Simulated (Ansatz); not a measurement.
AlN (zincblende), relaxed with r2SCAN in Ansatz 0.2.0. It is cubic, F-43m (No. 216); a = 4.370 Å in the conventional setting, 10.43 Å³ an atom. Al has 4 N at 1.89 Å; N has 4 Al at 1.89 Å.

The axes x, y and z are those of this cell:
```
Al N
1.0
     0.00000    2.18488    2.18488
     2.18488    0.00000    2.18488
     2.18488    2.18488    0.00000
Al N
1 1
Direct
  0.00000 0.00000 0.00000
  0.25000 0.25000 0.25000
```

Unstrained: With PBE the valence top lies at Γ and the conduction bottom at X, 3.325 eV higher; the smallest vertical gap, at Γ, is 4.176 eV. With r2SCAN the valence top lies at Γ and the conduction bottom at X, 3.941 eV higher; the smallest vertical gap, at Γ, is 4.842 eV. HSE06 gives an indirect gap of 4.552 eV, from Γ to X; the least direct gap is 5.547 eV at Γ. Meshes: PBE 10×10×10, r2SCAN 10×10×10, HSE06 8×8×8. Strains are changes of length per length. After each strain the atoms were relaxed again with r2SCAN within the symmetry that the strain leaves, so tilts or polar shifts that break it weren't tested; points keep the names that they have in the unstrained zone. Spin-unpolarised throughout; all numbers are computed.

(1) Estimate what epitaxial +4.0 % in the xy plane, free normal strain -4.66 % does to the gap.

(2) For epitaxial -1.0 % in the xy plane, how far does the free direction move, and what happens to the gap?

(3) For epitaxial -4.0 % in the xy plane, how far does the free direction move, and what happens to the gap?

(4) For epitaxial +3.0 % in the xy plane, how far does the free direction move, and what happens to the gap?

(5) Estimate what epitaxial +1.0 % in the xy plane, free normal strain -1.07 % does to the gap.

(6) For epitaxial -2.0 % in the xy plane, how far does the free direction move, and what happens to the gap?

(7) For epitaxial +2.0 % in the xy plane, how far does the free direction move, and what happens to the gap?

(8) Estimate what epitaxial -3.0 % in the xy plane, free normal strain +2.93 % does to the gap.

Results:

(1) PBE: the gap goes from 3.325 to 2.916 eV (-0.409 eV); with r2SCAN the top three valence levels at Γ, degenerate before, become 1+2 from the top over 311 meV. r2SCAN: the gap goes from 3.941 to 3.513 eV (-0.428 eV). HSE06: the gap goes from 4.552 to 4.114 eV (-0.438 eV). The r2SCAN energy rises by 27.6 meV an atom.

(2) The normal strain at zero normal stress is +1.03 %, 1.03 of the in-plane strain with the sign turned. PBE: the gap goes from 3.325 to 3.268 eV (-0.057 eV); the X points, equivalent before, split by 95 meV, and the conduction bottom lies at those like (0, 1/2, 1/2); the edges go from Γ → X to Γ–K (0.18) → X; with r2SCAN the top three valence levels at Γ, degenerate before, become 2+1 from the top over 91 meV. r2SCAN: the gap goes from 3.941 to 3.885 eV (-0.056 eV); the X points, equivalent before, split by 99 meV, and the conduction bottom lies at those like (0, 1/2, 1/2); the edges go from Γ → X to Γ–K (0.18) → X. HSE06: the gap goes from 4.552 to 4.498 eV (-0.054 eV); the X points, equivalent before, split by 98 meV, and the conduction bottom lies at those like (0, 1/2, 1/2); the edges go from Γ → X to Γ–K (0.18) → X.

(3) The normal strain at zero normal stress is +3.82 %, 0.95 of the in-plane strain with the sign turned. PBE: the gap goes from 3.325 to 3.072 eV (-0.253 eV); the X points, equivalent before, split by 403 meV, and the conduction bottom lies at those like (0, 1/2, 1/2); the edges go from Γ → X to Γ–K (0.31) → X; with r2SCAN the top three valence levels at Γ, degenerate before, become 2+1 from the top over 398 meV. r2SCAN: the gap goes from 3.941 to 3.691 eV (-0.250 eV); the X points, equivalent before, split by 417 meV, and the conduction bottom lies at those like (0, 1/2, 1/2); the edges go from Γ → X to Γ–K (0.31) → X. HSE06: the gap goes from 4.552 to 4.309 eV (-0.243 eV); the X points, equivalent before, split by 416 meV, and the conduction bottom lies at those like (0, 1/2, 1/2); the edges go from Γ → X to Γ–K (0.31) → X.

(4) The normal strain at zero normal stress is -3.40 %, 1.13 of the in-plane strain with the sign turned. PBE: the gap goes from 3.325 to 3.001 eV (-0.324 eV); with r2SCAN the top three valence levels at Γ, degenerate before, become 1+2 from the top over 240 meV. r2SCAN: the gap goes from 3.941 to 3.601 eV (-0.340 eV). HSE06: the gap goes from 4.552 to 4.206 eV (-0.346 eV).

(5) PBE: the gap goes from 3.325 to 3.206 eV (-0.119 eV); with r2SCAN the top three valence levels at Γ, degenerate before, become 1+2 from the top over 85 meV. r2SCAN: the gap goes from 3.941 to 3.816 eV (-0.125 eV). HSE06: the gap goes from 4.552 to 4.426 eV (-0.126 eV). The r2SCAN energy rises by 1.9 meV an atom.

(6) The normal strain at zero normal stress is +2.00 %, 1.00 of the in-plane strain with the sign turned. PBE: the gap goes from 3.325 to 3.206 eV (-0.119 eV); the X points, equivalent before, split by 194 meV, and the conduction bottom lies at those like (0, 1/2, 1/2); the edges go from Γ → X to Γ–K (0.24) → X; with r2SCAN the top three valence levels at Γ, degenerate before, become 2+1 from the top over 187 meV. r2SCAN: the gap goes from 3.941 to 3.824 eV (-0.117 eV); the X points, equivalent before, split by 201 meV, and the conduction bottom lies at those like (0, 1/2, 1/2); the edges go from Γ → X to Γ–K (0.24) → X. HSE06: the gap goes from 4.552 to 4.439 eV (-0.113 eV); the X points, equivalent before, split by 200 meV, and the conduction bottom lies at those like (0, 1/2, 1/2); the edges go from Γ → X to Γ–K (0.24) → X.

(7) The normal strain at zero normal stress is -2.21 %, 1.10 of the in-plane strain with the sign turned. PBE: the gap goes from 3.325 to 3.098 eV (-0.227 eV); with r2SCAN the top three valence levels at Γ, degenerate before, become 1+2 from the top over 165 meV. r2SCAN: the gap goes from 3.941 to 3.703 eV (-0.238 eV). HSE06: the gap goes from 4.552 to 4.310 eV (-0.242 eV).

(8) PBE: the gap goes from 3.325 to 3.141 eV (-0.184 eV); the X points, equivalent before, split by 296 meV, and the conduction bottom lies at those like (0, 1/2, 1/2); the edges go from Γ → X to Γ–K (0.28) → X; with r2SCAN the top three valence levels at Γ, degenerate before, become 2+1 from the top over 289 meV. r2SCAN: the gap goes from 3.941 to 3.759 eV (-0.182 eV); the X points, equivalent before, split by 307 meV, and the conduction bottom lies at those like (0, 1/2, 1/2); the edges go from Γ → X to Γ–K (0.28) → X. HSE06: the gap goes from 4.552 to 4.376 eV (-0.176 eV); the X points, equivalent before, split by 306 meV, and the conduction bottom lies at those like (0, 1/2, 1/2); the edges go from Γ → X to Γ–K (0.28) → X. The r2SCAN energy rises by 19.2 meV an atom.

Where an edge lies off the special points, it is a point of the mesh or the k point where a search put PBE's edge or least direct gap, reused for the other functionals, whose own edges may lie a little apart.

The meshes of the hybrids are coarse, so their gaps aren't converged to the digits shown.

The splittings at Γ are without spin-orbit coupling, which regroups them where it is of like size or larger.
